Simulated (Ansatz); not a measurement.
# CdS: band gap under strain

How does strain move the band edges of wurtzite CdS, and do the functionals agree on it? States: +2.0 % equal strain in all directions; +3.0 % equal strain in all directions; +4.0 % equal strain in all directions.

Code: Ansatz 0.2.0. PAW datasets, plane waves. Spin-unpolarised throughout; all numbers are computed.

### 1 The cell

The unstrained cell was relaxed with r2SCAN; in each strained cell the atoms were relaxed again with r2SCAN. Names of k-points are those of the unstrained zone, where strain can split equivalent points. First state: +2.0 % equal strain in all directions.

The symmetry is P6_3mc (No. 186, hexagonal); a = 4.248 Å, c = 6.901 Å in the conventional setting, 26.96 Å³ an atom. Near Cd stand 4 S at 2.60 Å; near S stand 4 Cd at 2.60 Å.

Structure file:

Space group P6_3mc (No. 186). a = 4.248 Å, b = 4.248 Å, c = 6.901 Å, α = 90.00°, β = 90.00°, γ = 120.00°
```json
{"atom": "Cd", "site": "2b", "symmetry": "3m.", "x": "0.3333", "y": "0.6667", "z": "0.9990"}
{"atom": "S", "site": "2b", "symmetry": "3m.", "x": "0.3333", "y": "0.6667", "z": "0.3760"}
```

From earlier runs on the unstrained cell: PBE 1.17 eV, r2SCAN 1.63 eV, HSE06 2.19 eV, r2SCAN+SOC 1.62 eV, G0W0 1.94 eV (on its mesh); a = 4.165 Å, c = 6.766 Å.

### 2 +2.0 % equal strain in all directions: PBE

input.yaml

```yaml
crystal:
  lattice:
    - [4.2478933084, 0.0, 0.0]
    - [-2.1239466542, 3.6787835176, 0.0]
    - [0.0, 0.0, 6.9013306998]
  atoms:
    - { symbol: Cd, position: [0.3333333333, 0.6666666667, -0.0009631164] }
    - { symbol: Cd, position: [0.6666666667, 0.3333333333, 0.4990368836] }
    - { symbol: S, position: [0.3333333333, 0.6666666667, 0.3759631164] }
    - { symbol: S, position: [0.6666666667, 0.3333333333, 0.8759631164] }
kpoints:
  mp_grid: { grid: [12, 12, 4] }
  band_path:
    path:
      - [0.0, 0.0, 0.0]
      - [0.5, 0.0, 0.0]
      - [0.3333333333, 0.3333333333, 0.0]
      - [0.0, 0.0, 0.5]
      - [0.5, 0.0, 0.5]
      - [0.3333333333, 0.3333333333, 0.5]
    npoints: 1
hamiltonian:
  xc: pbe
scf:
  occupations: { method: fermi_dirac, width: 0.02 }
  n_extra_bands: 5
output:
  forces: true
  stress: true
  eigenvalues: true
```

The run is started by

```
> ansatz run input.yaml --threads 2 --pin off --max-ram 20275MiB --backend cpu --events-out ev --progress --plain --runs-dir out
```

The runs that follow: +2.0 % equal strain in all directions: r2SCAN; +2.0 % equal strain in all directions: HSE06; +2.0 % equal strain in all directions: r2SCAN+SOC; +2.0 % equal strain in all directions: r2SCAN; +2.0 % equal strain in all directions: G0W0@PBE; +3.0 % equal strain in all directions: PBE; +3.0 % equal strain in all directions: r2SCAN; +3.0 % equal strain in all directions: HSE06; +3.0 % equal strain in all directions: r2SCAN+SOC; +3.0 % equal strain in all directions: r2SCAN; +3.0 % equal strain in all directions: G0W0@PBE; +4.0 % equal strain in all directions: PBE; +4.0 % equal strain in all directions: r2SCAN; +4.0 % equal strain in all directions: HSE06; +4.0 % equal strain in all directions: r2SCAN+SOC; +4.0 % equal strain in all directions: r2SCAN; +4.0 % equal strain in all directions: G0W0@PBE.

Before running it: what results should come out?

The runs gave:

Least gap in eV (negative: overlap), with the change from the unstrained cell in brackets. G0W0 is on its own coarse mesh.

| state | volume change (%) | PBE | r2SCAN | HSE06 | G0W0 |
| --- | --- | --- | --- | --- | --- |
| +2.0 % equal strain in all directions | +6.1 | 1.03 (-0.14) | 1.48 (-0.15) | 2.03 (-0.16) | 1.74 (-0.20) |
| +3.0 % equal strain in all directions | +9.3 | 0.96 (-0.21) | 1.41 (-0.22) | 1.95 (-0.24) | 1.64 (-0.30) |
| +4.0 % equal strain in all directions | +12.5 | 0.89 (-0.28) | 1.33 (-0.30) | 1.86 (-0.33) | 1.53 (-0.41) |

What this shows: The largest move of the HSE06 gap in the table is -0.326 eV, under +4.0 % equal strain in all directions. PBE and HSE06 differ by 1.02 eV on the unstrained gap, and by at most 0.04 eV on its change: PBE follows the response to strain far better than the gap itself. No extrapolation in bands, cutoff or mesh was made for G0W0.
